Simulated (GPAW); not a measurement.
PbO2:

```xyz
6
Lattice="4.9950 0.0000 0.0000 0.0000 4.9950 0.0000 0.0000 0.0000 3.4090" Properties=species:S:1:pos:R:3 pbc="T T T"
Pb    2.4975    2.4975    1.7045
Pb    0.0000    0.0000    0.0000
O     3.4594    3.4594    0.0000
O     4.0331    0.9619    1.7045
O     0.9619    4.0331    1.7045
O     1.5356    1.5356    0.0000
```

The cell is a database's computed one.

- Program: GPAW 26.7.0
- Task: relaxation of cell and atoms
- Functional: PBE
- Potentials or basis: GPAW PAW data sets (gpaw-data 1.2.1)
- Cutoff: 800 eV
- Basis: pw
- k mesh: 4 × 4 × 5
- Occupations: fermi-dirac, width 0.05 eV
- Spin: no spin polarisation

At the start: pressure 4.2 GPa; volume 14.18 Å³/atom.

Task: Where does the relaxation end?

Result: Over 12 steps the energy falls by 6.1 meV/atom and the volume is 14.63 Å³/atom (+3.2 %); space group P4_2/mnm (No. 136, to 0.05 Å).

Step by step:
```
step  energy change (eV)  largest force (eV/Å)  pressure (GPa)  volume (Å³)
   1              0.0000                0.0266            4.21        85.05
   2             -0.0059                0.0137            3.80        85.28
   3             -0.0341                0.0737            0.28        87.43
   4             -0.0347                0.0636            0.07        87.58
   5             -0.0354                0.0274           -0.12        87.75
   6             -0.0357                0.0007           -0.09        87.76
   7             -0.0357                0.0119            0.00        87.72
   8             -0.0357                0.0176            0.07        87.68
   9             -0.0358                0.0229            0.17        87.64
  10             -0.0361                0.0232            0.23        87.64
  11             -0.0364                0.0146            0.18        87.71
  12             -0.0365                0.0039            0.06        87.81
```

Final structure:
```cif
data_structure
_symmetry_space_group_name_H-M 'P 1'
_symmetry_Int_Tables_number 1
_cell_length_a 5.0595
_cell_length_b 5.0595
_cell_length_c 3.4301
_cell_angle_alpha 90.000
_cell_angle_beta 90.000
_cell_angle_gamma 90.000
_cell_volume 87.81
loop_
_atom_site_label
_atom_site_type_symbol
_atom_site_fract_x
_atom_site_fract_y
_atom_site_fract_z
_atom_site_occupancy
Pb1 Pb 0.50000 0.50000 0.50000 1
Pb2 Pb 0.00000 0.00000 0.00000 1
O1 O 0.69207 0.69207 0.00000 1
O2 O 0.80793 0.19207 0.50000 1
O3 O 0.19207 0.80793 0.50000 1
O4 O 0.30793 0.30793 0.00000 1
```

Caveat: the k mesh is coarse; later steps reuse the first step's grids.
